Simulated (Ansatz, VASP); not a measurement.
**NbSi: VASP beside Ansatz**

```
Nb Si
1.0
     0.00000    2.53904    2.53904
     2.53904    0.00000    2.53904
     2.53904    2.53904    0.00000
Nb Si
1 1
Direct
  0.00000 0.00000 0.00000
  0.50000 0.50000 0.50000
```

The cell was built by a generator and needn't be a form met in nature.

Alike in both runs: task single point; functional PBE; k mesh 9 × 9 × 9; occupations fermi-dirac, width 0.05 eV; no spin polarisation.

|  | VASP | Ansatz |
| --- | --- | --- |
| version | VASP 6.6.1 | Ansatz 0.2.0 |
| potentials or method | VASP PAW PBE potentials, release 64 (Nb_sv, Si) | Ansatz PAW |
| plane-wave cutoff (eV) | 520 | 420 |
| valence electrons in the cell | 17 | 17 |

Ansatz gave:

```
gap on the k mesh at the Fermi level (eV) : none
pressure (GPa)                            : 6.6
```

Q: Which values does VASP return?

A: gap on the k mesh at the Fermi level (eV): none; pressure (GPa): 6.4.

A gap of «none» marks a metal or a gap that the smearing closes. With one functional, cell and mesh, what is left measures potentials, basis and numerics.
